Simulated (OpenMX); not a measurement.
Runs of OpenMX 3.8.5 on Pd. It takes space group Fm-3m (No. 225, cubic). Conventional cell: a = 3.893 Å, b = 3.893 Å, c = 3.893 Å, α = 90.00°, β = 90.00°, γ = 90.00°. Around Pd (site symmetry m-3m) lie 12 Pd at 2.75 Å. 

| task | level | potentials or basis | spin | k mesh | SCF threshold | max SCF cycles | grid points, held for all volumes | mesh quality | moment (μB) | V0 of scaled cells (Å³/atom) | B0 (GPa) |
| --- | --- | --- | --- | --- | --- | --- | --- | --- | --- | --- | --- |
| band structure | PBE | OpenMX 2013 PBE set, Pd7.0-s3p2d2, grid cutoff 400 Ry | non-collinear, zero start, SOC | 7 × 7 × 7 | 1e-07 Ha | 100 | - | coarse | 0.00 | - | - |
| band structure | PBE | OpenMX 2013 PBE set, Pd7.0-s3p2d2, grid cutoff 400 Ry | non-collinear, zero start, SOC | 9 × 9 × 9 | 1e-07 Ha | 100 | - | not flagged | 0.00 | - | - |
| equation of state | PBE | OpenMX 2013 PBE set, Pd7.0-s3p2d1, fixed grid of 27 × 27 × 27 points | off | 13 × 13 × 13 | 1e-08 Ha | - | 27 × 27 × 27 | not flagged | - | 15.45 | 161 |
| equation of state | LDA | OpenMX 2013 LDA set, Pd7.0-s3p2d2, fixed grid of 27 × 27 × 27 points | off | 13 × 13 × 13 | 1e-08 Ha | - | 27 × 27 × 27 | not flagged | - | 14.49 | (a) |
| band structure | PBE | OpenMX 2013 PBE set, Pd7.0-s3p2d2, grid cutoff 400 Ry | non-collinear, zero start | 7 × 7 × 7 | 1e-07 Ha | 100 | - | coarse | 0.00 | - | - |

Alike in all rows: cell as given; smearing fermi-dirac 0.05 eV.

**Question.** Estimate the missing entries.

**Answer.** (a) 227.

Caveats: some runs use coarse meshes; the basis of atomic orbitals isn't converged, which shifts pressures, moduli and gaps; total energies with and without spin-orbit coupling shouldn't be compared in this program (some runs); volumes in these bases differ from converged ones by about 1 %, for some elements by several (some runs).

Not every run made on this cell is shown here.
